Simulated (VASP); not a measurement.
## BN: band structure with SCAN

Crystal: BN.

```
N B
1.0
     1.25112    0.72234    3.37293
    -1.25112    0.72234    3.37293
     0.00000   -1.44467    3.37293
N B
1 1
Direct
  0.66724 0.66724 0.66724
  0.00033 0.00033 0.00033
```

The cell is a database's computed one.

```yaml
Program: VASP 6.6.1
Task: band structure
Functional: SCAN
Potentials_or_basis: VASP PAW PBE potentials, release 64 (N, B)
Cutoff: 520 eV
k_mesh: 12 × 12 × 12
Occupations: fermi-dirac, width 0.05 eV
Spin: no spin polarisation
Further_INCAR_settings: ALGO = Normal; EDIFF = 1e-06
```

The pressure is -1.3 GPa, the largest force is 0.010 eV/Å and the band gap on the k mesh is 4.75 eV, indirect (least direct gap 5.28 eV). The band gap along the path is 4.69 eV, indirect (least direct gap 5.28 eV).

Forces on the atoms (eV/Å):
```
N    0.000  0.000 -0.010
B    0.000  0.000  0.010
```

Stress tensor (GPa, compression positive):
```
-1.83  0.00  0.00
 0.00 -1.83  0.00
 0.00  0.00 -0.19
```

Levels at the corners of the path, in eV from the valence-band top:
```tsv
point	band 2	band 3	band 4	band 5	band 6	band 7
Γ	-4.37	-1.37	-1.37	5.40	12.38	12.38
L	-9.36	-4.28	-0.66	5.80	10.52	13.62
L	-9.36	-4.28	-0.66	5.80	10.52	13.62
B1	-8.28	-7.25	-0.43	5.33	12.97	14.84
B	-8.28	-7.25	-0.43	5.33	12.97	14.84
Z	-6.38	-1.39	-1.39	10.71	12.31	12.31
Z	-6.38	-1.39	-1.39	10.71	12.31	12.31
Γ	-4.37	-1.37	-1.37	5.40	12.38	12.38
Γ	-4.37	-1.37	-1.37	5.40	12.38	12.38
X	-8.24	-7.45	-0.17	5.16	12.91	14.56
Q	-8.24	-7.45	-0.17	5.16	12.91	14.56
F	-9.24	-4.34	-1.25	4.69	10.52	14.93
F	-9.24	-4.34	-1.25	4.69	10.52	14.93
P1	-9.09	-4.28	-1.57	5.45	10.58	14.98
P1	-9.09	-4.28	-1.57	5.45	10.58	14.98
Z	-6.38	-1.39	-1.39	10.71	12.31	12.31
L	-9.36	-4.28	-0.66	5.80	10.52	13.62
P	-9.09	-4.28	-1.57	5.45	10.58	14.98
```

Wall time 3 min on 1 thread of Intel(R) Xeon(R) 6975P-C (Granite Rapids), with other jobs on the host, peak memory 0.18 GiB.

Caveat: the PAW data sets were made with another functional, which shifts forces and pressure a little. SCAN opens gaps a little over a GGA but as a rule still falls short of measured ones.
